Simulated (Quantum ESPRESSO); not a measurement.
## Sc: Hubbard U from linear response under several settings

```
CELL_PARAMETERS angstrom
3.30900 0.00000 0.00000
-1.65450 2.86568 0.00000
0.00000 0.00000 5.27330
ATOMIC_POSITIONS crystal
Sc 0.66667 0.33333 0.75000
Sc 0.33333 0.66667 0.25000
```

All runs used Quantum ESPRESSO 7.5; potentials PseudoDojo 0.4.1 SR PBEsol standard; k mesh 6 × 6 × 4; given cell; no spin polarisation; cutoff 1061 eV; occupations cold, width 0.2 eV.

| level | projectors | U typed (eV) | q mesh | with V | state | U computed (eV) |
| --- | --- | --- | --- | --- | --- | --- |
| PBEsol+U | atomic | 0.0 | 1 × 1 × 1 | no | metal | Sc 1.3 |
| PBEsol+U | atomic | 4.0 | 2 × 2 × 2 | no | metal | ? |
| PBEsol+U | atomic | 4.0 | 3 × 3 × 3 | no | metal | Sc 1.5 |

Question: What stands in the row left open?

Answer: U computed Sc 1.5 eV.

Caveats: all runs use coarse meshes; U without spin polarisation on a metal has little footing; the U is typed as a test and isn't derived for this compound; the computed U isn't converged in cell size (some runs).

For the row left open. Caveat: the k mesh is coarse (spacing up to 0.37 Å⁻¹), so the values aren't converged; U without spin polarisation on a metal has little footing; the U is typed as a test and isn't derived for this compound.
